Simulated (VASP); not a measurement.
## KBr: from the relaxed cell to its vibrations

What lattice, stiffness and vibrations does KBr have at one level of theory? The starting structure is a measured crystal structure from the Crystallography Open Database. All runs use LDA.

Main program and level: VASP 6.6.1; Kohn-Sham DFT with plane waves and PAW; LDA.

### Step 1. The structure

Symmetry: Fm-3m, No. 225, cubic system. The conventional cell has a = 6.585 Å, b = 6.585 Å, c = 6.585 Å, α = 90.00°, β = 90.00°, γ = 90.00°. Nearest to Br lie 6 K at 3.29 Å. Nearest to K lie 6 Br at 3.29 Å. Farther neighbours and most contacts between anions are not listed.

Structure file:

```xyz
2
Lattice="0.0000 3.2923 3.2923 3.2923 0.0000 3.2923 3.2923 3.2923 0.0000" Properties=species:S:1:pos:R:3 pbc="T T T"
Br    3.2923    3.2923    3.2923
K     0.0000    0.0000    0.0000
```

### Step 2. Relaxation

This run starts from the cell of an earlier relaxation, which isn't shown; the restart sets up the plane waves anew.

INCAR

```
SYSTEM = KBr
PREC = Accurate
ENCUT = 500
EDIFF = 1E-07
NELM = 100
ISMEAR = 0
SIGMA = 0.03
LREAL = .FALSE.
ALGO = Normal
GGA = CA
NBANDS = 14
LORBIT = 11
LWAVE = .FALSE.
LCHARG = .FALSE.
KPAR = 4
IBRION = 2
NSW = 50
ISIF = 3
EDIFFG = -0.002
```

POSCAR

```
KBr
1.0
    0.0000000000      3.1909184499      3.1909184499
    3.1909184499      0.0000000000      3.1909184499
    3.1909184499      3.1909184499      0.0000000000
Br K
1 1
Direct
    0.5000000000      0.5000000000      0.5000000000
    0.0000000000      0.0000000000      0.0000000000
```

KPOINTS

```
Automatic mesh
0
Gamma
6 6 6
0 0 0
```

PAW data sets: Br and K_sv (LDA family, release 64).

Run with:

```bash
$ mpirun -np 4 vasp_std
```

What it wrote:

```text
[banner, memory and clock lines left out]
running    4 mpi-ranks, on    1 nodes
 distrk:  each k-point on    1 cores,    4 groups
 distr:  one band on    1 cores,    1 groups

 POSCAR found type information on POSCAR BrK
 POSCAR found :  2 types and       2 ions
 LDA part: xc-table for (Slater(with rela. corr.)+CA(PZ))
 , standard interpolation
 POSCAR, INCAR and KPOINTS ok, starting setup
 FFT: planning ... GRIDC
 FFT: planning ... GRID_SOFT
 FFT: planning ... GRID
 WAVECAR not read
 entering main loop
       N       E                     dE             d eps       ncg     rms          rms(c)
DAV:   1     0.999715380851E+02    0.99972E+02   -0.68322E+03   448   0.992E+02
DAV:   2    -0.842618964151E+00   -0.10081E+03   -0.93979E+02   564   0.255E+02
DAV:   3    -0.676801226910E+01   -0.59254E+01   -0.58962E+01   622   0.530E+01
DAV:   4    -0.700428594358E+01   -0.23627E+00   -0.23616E+00   660   0.985E+00
DAV:   5    -0.700641247721E+01   -0.21265E-02   -0.21265E-02   598   0.990E-01    0.400E+00
DAV:   6    -0.685537006144E+01    0.15104E+00   -0.19870E-01   526   0.234E+00    0.288E+00
DAV:   7    -0.683404970056E+01    0.21320E-01   -0.78170E-02   574   0.163E+00    0.128E+00
DAV:   8    -0.683455141510E+01   -0.50171E-03   -0.88272E-03   552   0.749E-01    0.176E-01
DAV:   9    -0.683455358057E+01   -0.21655E-05   -0.17883E-04   636   0.867E-02    0.735E-02
DAV:  10    -0.683461343509E+01   -0.59855E-04   -0.64795E-05   472   0.449E-02    0.308E-02
DAV:  11    -0.683461251164E+01    0.92345E-06   -0.47248E-06   586   0.156E-02    0.490E-03
DAV:  12    -0.683461276817E+01   -0.25652E-06   -0.29168E-07   476   0.412E-03    0.857E-04
DAV:  13    -0.683461277243E+01   -0.42662E-08   -0.10056E-08   350   0.769E-04
   1 F= -.68346128E+01 E0= -.68346128E+01  d E =-.683461E+01
 curvature:   0.00 expect dE= 0.000E+00 dE for cont linesearch  0.000E+00
 trial: gam= 0.00000 g(F)=  0.183E-60 g(S)=  0.454E-06 ort = 0.000E+00 (trialstep = 0.100E+01)
 search vector abs. value=  0.454E-06
 reached required accuracy - stopping structural energy minimisation
```

It took 3.2 s on 4 MPI ranks of Intel Xeon 6975P-C (Granite Rapids), shared host; peak memory 0.66 GiB; 10 s of CPU time.

Lines that name or quote the potential files are left out of all logs, and their timing lines are given in words.

Parts of OUTCAR (step 2):

```text
ion  position               nearest neighbor table
   1  0.500  0.500  0.500-   2 3.19   2 3.19   2 3.19   2 3.19   2 3.19   2 3.19
   2  0.000  0.000  0.000-   1 3.19   1 3.19   1 3.19   1 3.19   1 3.19   1 3.19

  LATTYP: Found a face centered cubic cell.
 ALAT       =     6.3818368998

 Subroutine GETGRP returns: Found 48 space group operations
 (whereof 48 operations were pure point group operations)

The static configuration has the point symmetry O_h .

 Found     16 irreducible k-points:

   k-points           NKPTS =     16   k-points in BZ     NKDIM =     16   number of bands    NBANDS=     14

   dimension x,y,z NGX =    36 NGY =   36 NGZ =   36
   dimension x,y,z NGXF=    72 NGYF=   72 NGZF=   72

   ENCUT  =  500.0 eV  36.75 Ry    6.06 a.u.   8.23  8.23  8.23*2*pi/ulx,y,z

   NELECT =      16.0000    total number of electrons

 k-points in reciprocal lattice and weights: Automatic mesh
   0.00000000  0.00000000  0.00000000       0.005
   0.16666667  0.00000000  0.00000000       0.037
   0.33333333  0.00000000  0.00000000       0.037
   0.50000000  0.00000000  0.00000000       0.019
   0.16666667  0.16666667  0.00000000       0.028
   0.33333333  0.16666667  0.00000000       0.111
   0.50000000  0.16666667  0.00000000       0.111
  -0.33333333  0.16666667  0.00000000       0.111
  -0.16666667  0.16666667  0.00000000       0.056
[...]
-0.33333333  0.33333333  0.16666667       0.111
  -0.33333333  0.50000000  0.16666667       0.056

 average (electrostatic) potential at core
       1 -70.5476       2 -35.6280

 E-fermi :  -1.3220

 k-point     1 :       0.0000    0.0000    0.0000
  band No.  band energies     occupation
    ...
      4     -12.4115      2.00000
      5     -12.4115      2.00000
      6      -1.4682      2.00000
      7      -1.4682      2.00000
      8      -1.4682      2.00000
      9       2.8468      0.00000
     10       5.8722      0.00000
     11       5.8722      0.00000
     12       5.8722      0.00000
     13       6.8167      0.00000
    ...

 k-point     2 :       0.1667    0.0000    0.0000
  band No.  band energies     occupation
    ...
      4     -12.4134      2.00000
      5     -12.3322      2.00000
      6      -1.9382      2.00000
      7      -1.5894      2.00000
      8      -1.5894      2.00000
      9       3.5930      0.00000
     10       5.7407      0.00000
     11       6.2345      0.00000
     12       6.2345      0.00000
     13       7.2445      0.00000
    ...

 k-point     3 :       0.3333    0.0000    0.0000
  band No.  band energies     occupation
    ...
      4     -12.4173      2.00000
      5     -12.1852      2.00000
      6      -2.6477      2.00000
      7      -1.8126      2.00000
      8      -1.8126      2.00000
      9       4.6681      0.00000
     10       6.2003      0.00000
     11       7.2061      0.00000
     12       7.2061      0.00000
     13       8.3037      0.00000
    ...

  Total       -0.0025050     -0.0025050     -0.0025050      0.0000000      0.0000000      0.0000000
  in kB       -0.0617644     -0.0617644     -0.0617644      0.0000000      0.0000000      0.0000000
  external PRESSURE =      -0.0617644 kB  Pullay stress =       0.0000000 kB

  energy-cutoff  :      500.00
  volume of cell :       64.98
      direct lattice vectors                 reciprocal lattice vectors
     0.000000000  3.190918450  3.190918450    -0.156694697  0.156694697  0.156694697
     3.190918450  0.000000000  3.190918450     0.156694697 -0.156694697  0.156694697
     3.190918450  3.190918450  0.000000000     0.156694697  0.156694697 -0.156694697

 POSITION                                       TOTAL-FORCE (eV/Angst)
 -----------------------------------------------------------------------------------
      3.19092      3.19092      3.19092         0.000000     -0.000000      0.000000
      0.00000      0.00000      0.00000        -0.000000      0.000000     -0.000000
 -----------------------------------------------------------------------------------
    total drift:                                0.000000      0.000000      0.000000

  FREE ENERGIE OF THE ION-ELECTRON SYSTEM (eV)
  ---------------------------------------------------
  free  energy   TOTEN  =        -6.8346127724 eV

  energy  without entropy=       -6.8346127724  energy(sigma->0) =       -6.83461277

 reached required accuracy - stopping structural energy minimisation

 total charge
# of ion       s       p       d       tot
------------------------------------------
    1        1.601   3.294   0.002   4.896
    2        1.959   5.565   0.034   7.557
--------------------------------------------------
tot          3.559   8.859   0.035  12.454

[... 3 further parts left out ...]
```

CONTCAR:

```
KBr
   1.00000000000000
     0.0000000000000000    3.1909184498999998    3.1909184498999998
     3.1909184498999998    0.0000000000000000    3.1909184498999998
     3.1909184498999998    3.1909184498999998    0.0000000000000000
  Br              K
     1     1
Direct
     0.5000000000000000    0.5000000000000000    0.5000000000000000
     0.0000000000000000    0.0000000000000000    0.0000000000000000
```

The run keeps the 48 symmetry operations of its start, so it cannot find a distortion of lower symmetry.

The relaxed cell holds 32.490 Å³ an atom, with a = 6.382 Å (-3.1 % against the database cell). Pressures at 0.985 and 1.015 times this volume, from two more relaxations that aren't shown, give a bulk modulus of 20.5 GPa.

### Step 3. Elastic constants

INCAR

```
SYSTEM = KBr
PREC = Accurate
ENCUT = 700
EDIFF = 1E-08
NELM = 100
ISMEAR = 0
SIGMA = 0.03
LREAL = .FALSE.
ALGO = Normal
GGA = CA
NBANDS = 14
LORBIT = 11
LWAVE = .FALSE.
LCHARG = .FALSE.
KPAR = 4
IBRION = 6
NFREE = 2
POTIM = 0.015
ISIF = 3
NSW = 1
```

POSCAR is that of step 2.

KPOINTS

```
Automatic mesh
0
Gamma
8 8 8
0 0 0
```

Run with:

```bash
$ mpirun -np 4 vasp_std
```

What it wrote:

```text
[... set-up lines as in an earlier step ...]
 entering main loop
       N       E                     dE             d eps       ncg     rms          rms(c)
DAV:   1     0.122954576946E+03    0.12295E+03   -0.81321E+03   812   0.128E+03
DAV:   2     0.118595229524E+01   -0.12177E+03   -0.10854E+03  1000   0.285E+02
DAV:   3    -0.666949951570E+01   -0.78555E+01   -0.78006E+01  1118   0.619E+01
DAV:   4    -0.700496606194E+01   -0.33547E+00   -0.33526E+00  1360   0.112E+01
[...]
DAV:  11    -0.683474697285E+01    0.97899E-06   -0.45182E-06  1102   0.156E-02    0.475E-03
DAV:  12    -0.683474723818E+01   -0.26533E-06   -0.29669E-07   916   0.418E-03    0.938E-04
DAV:  13    -0.683474724290E+01   -0.47166E-08   -0.88176E-09   912   0.684E-04
   1 F= -.68347472E+01 E0= -.68347472E+01  d E =-.814118E-15
[... from here on, the cycles between the ionic steps are left out ...]
   2 F= -.68326527E+01 E0= -.68326527E+01  d E =-.328066E-13
   3 F= -.68322406E+01 E0= -.68322406E+01  d E =-.808041E-31
   4 F= -.68326527E+01 E0= -.68326527E+01  d E =-.328175E-13
   5 F= -.68322406E+01 E0= -.68322406E+01  d E =-.808880E-31
   6 F= -.68326527E+01 E0= -.68326527E+01  d E =-.328202E-13
   7 F= -.68322406E+01 E0= -.68322406E+01  d E =-.802504E-31
   8 F= -.68345221E+01 E0= -.68345221E+01  d E =-.636900E-13
   9 F= -.68345220E+01 E0= -.68345220E+01  d E =-.634934E-13
  10 F= -.68345221E+01 E0= -.68345221E+01  d E =-.636231E-13
  11 F= -.68345220E+01 E0= -.68345220E+01  d E =-.635183E-13
  12 F= -.68345221E+01 E0= -.68345221E+01  d E =-.635450E-13
  13 F= -.68345220E+01 E0= -.68345220E+01  d E =-.635258E-13
  14 F= -.68345639E+01 E0= -.68345639E+01  d E =-.774915E-15
  15 F= -.68345640E+01 E0= -.68345640E+01  d E =-.773920E-15
  16 F= -.68345635E+01 E0= -.68345635E+01  d E =-.773986E-15
  17 F= -.68345635E+01 E0= -.68345635E+01  d E =-.777586E-15
 Finite differences progress:
  Degree of freedom:   8/  8
  Displacement:        2/  2
  Total:              16/ 16
```

The job ended after 3.9 min (4 MPI ranks; peak memory 1.9 GiB; 16 min of CPU time).

From OUTCAR (step 3):

```text
  Total        0.0053483      0.0025239      0.0025239     -0.0000000      0.0000000      0.0000000
  in kB        0.1318707      0.0622301      0.0622301     -0.0000000      0.0000000      0.0000000
  external PRESSURE =       0.0854437 kB  Pullay stress =       0.0000000 kB

 POSITION                                       TOTAL-FORCE (eV/Angst)
 -----------------------------------------------------------------------------------
      3.19092      3.19092      3.19092        -0.024477      0.000000      0.000000
     -0.01500      0.00000      0.00000         0.024477      0.000000      0.000000
 -----------------------------------------------------------------------------------
    total drift:                               -0.000038      0.000000      0.000000

  FREE ENERGIE OF THE ION-ELECTRON SYSTEM (eV)
  ---------------------------------------------------
  free  energy   TOTEN  =        -6.8345635218 eV

  energy  without entropy=       -6.8345635218  energy(sigma->0) =       -6.83456352

[... 3 further parts left out ...]
[key lines of the parts left out:]
E-fermi :  -1.3167
```

The last energy, forces and stress in OUTCAR belong to the last displaced cell, not to that of POSCAR.

The elastic tensor has C11 = 50.5, C12 = 5.3, C44 = 5.0 GPa; its Hill averages are a bulk modulus of 20.3 and a shear modulus of 9.6 GPa.

### Step 4. Modes of the relaxed cell

INCAR

```
SYSTEM = KBr
PREC = Accurate
ENCUT = 500
EDIFF = 1E-08
NELM = 100
ISMEAR = 0
SIGMA = 0.03
LREAL = .FALSE.
ALGO = Normal
GGA = CA
NBANDS = 14
LORBIT = 11
LWAVE = .FALSE.
LCHARG = .FALSE.
KPAR = 4
IBRION = 8
LEPSILON = .TRUE.
LPEAD = .TRUE.
ISIF = 2
```

POSCAR is that of step 3.

KPOINTS

```
Automatic mesh
0
Gamma
12 12 12
0 0 0
```

Run with:

```bash
$ mpirun -np 4 vasp_std
```

What it wrote:

```text
[... set-up lines as in an earlier step ...]
 entering main loop
       N       E                     dE             d eps       ncg     rms          rms(c)
DAV:   1     0.101111830291E+03    0.10111E+03   -0.67635E+03  2016   0.986E+02
DAV:   2    -0.635288568376E+00   -0.10175E+03   -0.93079E+02  2572   0.253E+02
DAV:   3    -0.675254494636E+01   -0.61173E+01   -0.60818E+01  2718   0.530E+01
DAV:   4    -0.700454415232E+01   -0.25200E+00   -0.25191E+00  3134   0.993E+00
[...]
DAV:  11    -0.683462661383E+01    0.90508E-06   -0.45943E-06  2730   0.154E-02    0.485E-03
DAV:  12    -0.683462687242E+01   -0.25859E-06   -0.30600E-07  2220   0.417E-03    0.867E-04
DAV:  13    -0.683462687667E+01   -0.42453E-08   -0.10770E-08  2468   0.729E-04
   1 F= -.68346269E+01 E0= -.68346269E+01  d E =-.298541E-17
 Linear response reoptimize wavefunctions to high precision
DAV:   1    -0.683462687689E+01   -0.22646E-09   -0.31358E-09  2042   0.418E-04
DAV:   2    -0.683462687689E+01    0.18190E-11   -0.15727E-10  1386   0.103E-04
 Linear response to external field (no local field effect), progress :
[...]
RMM:  15    -0.143750720944E+00    0.10215E-08    0.95890E-08  9619   0.447E-06    0.289E-06
 first order change of Fermi-energy  -0.18394E-03
 force on displaced ion       1 direction 1 :  -1.641   0.000   0.000
 Born effective charge ion    1 direction 1 :  -1.103   0.000   0.000
 Linear response progress:
  Degree of freedom:   2/  2
       N       E                     dE             d eps       ncg     rms          rms(c)
RMM:   1    -0.308064272444E+00   -0.30806E+00    0.19651E-01  7106   0.420E+00
RMM:   2    -0.306615762184E+00    0.14485E-02   -0.29012E-02  8473   0.111E+00    0.364E-02
RMM:   3    -0.308674427312E+00   -0.20587E-02   -0.48322E-03  9960   0.341E-01    0.350E-02
RMM:   4    -0.308813353736E+00   -0.13893E-03   -0.20529E-04 10576   0.727E-02    0.299E-02
[...]
RMM:  11    -0.308841646952E+00    0.28056E-06   -0.20008E-07 11402   0.229E-04    0.560E-05
RMM:  12    -0.308841461802E+00    0.18515E-06    0.21915E-07 11231   0.117E-04    0.224E-05
RMM:  13    -0.308841456308E+00    0.54941E-08   -0.36172E-08 11401   0.568E-05    0.187E-05
 first order change of Fermi-energy   0.14842E-03
 force on displaced ion       2 direction 1 :  -1.634   0.000   0.000
 Born effective charge ion    2 direction 1 :   1.103   0.000   0.000
 Born effective charges drift removed
 Linear response finished
```

Wall time 3.5 min (4 MPI ranks); peak memory 2.7 GiB.

From OUTCAR (step 4):

```text
  Total       -0.0023824     -0.0023824     -0.0023824     -0.0000000      0.0000000     -0.0000000
  in kB       -0.0587413     -0.0587413     -0.0587413     -0.0000000      0.0000000     -0.0000000
  external PRESSURE =      -0.0587413 kB  Pullay stress =       0.0000000 kB

 POSITION                                       TOTAL-FORCE (eV/Angst)
 -----------------------------------------------------------------------------------
      3.19092      3.19092      3.19092         0.000000     -0.000000     -0.000000
      0.00000      0.00000      0.00000        -0.000000      0.000000      0.000000
 -----------------------------------------------------------------------------------
    total drift:                                0.000000      0.000000      0.000000

 MACROSCOPIC STATIC DIELECTRIC TENSOR (including local field effects in DFT)
 ------------------------------------------------------
           2.754619    -0.000000     0.000000
          -0.000000     2.754619    -0.000000
          -0.000000     0.000000     2.754619
 ------------------------------------------------------

 MACROSCOPIC STATIC DIELECTRIC TENSOR IONIC CONTRIBUTION
 ------------------------------------------------------
           2.068067    -0.000000    -0.000000
          -0.000000     2.068067     0.000000
          -0.000000     0.000000     2.068067
 ------------------------------------------------------

[... 1 part as in an earlier step ...]

[... 1 further part left out ...]
```

The zone-centre modes at 32.490 Å³ an atom are T1u 130.2 cm⁻¹.

[end of part 1 of 2]

[Lines on the potential files, build, host, timing and source positions are cut from VASP's logs without a mark.]

[Logs are printed without paths, hosts, clocks, repeated set-up lines and the standing remarks that a program may print on its own settings, such as how far it seeks lower states.]

[Hosts, paths, dates, database ids (printed as entryN), source tags and the programs' standing remarks are cut or masked in the printed files.]
